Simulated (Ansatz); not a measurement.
# ZnS under compression and expansion

```cif
data_structure
_symmetry_space_group_name_H-M 'F-43m'
_symmetry_Int_Tables_number 216
_cell_length_a 5.4093
_cell_length_b 5.4093
_cell_length_c 5.4093
_cell_angle_alpha 90.000
_cell_angle_beta 90.000
_cell_angle_gamma 90.000
_cell_volume 158.28
loop_
_atom_site_label
_atom_site_type_symbol
_atom_site_symmetry_multiplicity
_atom_site_Wyckoff_symbol
_atom_site_fract_x
_atom_site_fract_y
_atom_site_fract_z
_atom_site_occupancy
Zn1 Zn 4 a 0.00000 0.00000 0.00000 1
S1 S 4 c 0.25000 0.25000 0.25000 1
```

The runs use the primitive cell with vectors (0.000, 2.705, 2.705), (2.705, 0.000, 2.705), (2.705, 2.705, 0.000) Å, to which the k mesh refers.

The cell is COD entry 9000107, as deposited and not checked against the literature; nothing was relaxed.

Methods: DFT, PBE, all-electron LAPW, scalar-relativistic (Ansatz 0.2.0); DFT, PBE, PAW with Ansatz's default frozen-core files, scalar-relativistic (Ansatz 0.2.0).

For LAPW: a Γ-centred 8×8×8 k mesh, Fermi–Dirac smearing of 0.01 eV, basis error target 0.25 meV/atom, no spin polarisation. PAW takes a cutoff of 420 eV at this cell. The Ansatz runs share mesh, smearing and spin set-up. Plane-wave (PAW) pressures include the program's estimate of the Pulay term.

The cell above is scaled evenly, with fractional coordinates and shape held.

| V/V(cell) | V (Å³/atom) | P, LAPW (GPa) | P, PAW (GPa) | gap on the k mesh, LAPW (eV) | free energy over the lowest listed, PAW (meV/atom) |
| --- | --- | --- | --- | --- | --- |
| 0.9400 | 18.598 | 6.73 | 6.72 | 2.37 | 30.5 |
| 0.9500 | 18.796 | ? | ? | ? | ? |
| 0.9600 | 18.993 | 4.75 | 4.75 | 2.28 | 16.4 |
| 0.9750 | 19.290 | 3.40 | 3.40 | 2.21 | 8.9 |
| 0.9800 | 19.389 | 2.98 | 2.97 | 2.19 | 6.9 |
| 0.9900 | 19.587 | 2.16 | 2.15 | 2.14 | 3.8 |
| 1.0000 | 19.785 | 1.39 | 1.37 | 2.10 | 1.6 |
| 1.0100 | 19.983 | 0.65 | 0.64 | 2.06 | 0.4 |
| 1.0200 | 20.181 | -0.05 | -0.06 | 2.01 | 0.0 |
| 1.0250 | 20.279 | -0.38 | -0.39 | 1.99 | 0.1 |
| 1.0400 | 20.576 | -1.33 | -1.35 | 1.93 | 1.8 |
| 1.0500 | 20.774 | -1.93 | -1.94 | 1.89 | 3.8 |
| 1.0600 | 20.972 | -2.49 | -2.50 | 1.85 | 6.5 |

Question: Fill in the row V/V(cell) = 0.9500.

Answer: P, LAPW (GPa) = 5.71, P, PAW (GPa) = 5.71, gap on the k mesh, LAPW (eV) = 2.32, free energy over the lowest listed, PAW (meV/atom) = 22.9.

Question: What do Birch–Murnaghan fits to the pressures give?

Answer: LAPW: V0 = 20.17 Å³/atom, B0 = 69 GPa, B0′ = 4.4; PAW: V0 = 20.16 Å³/atom, B0 = 69 GPa, B0′ = 4.4.

PAW's V0 lies -0.02 % from the all-electron value and its B0 0.2 %. Symmetry fixes shape and coordinates here, so this is the relaxed modulus.
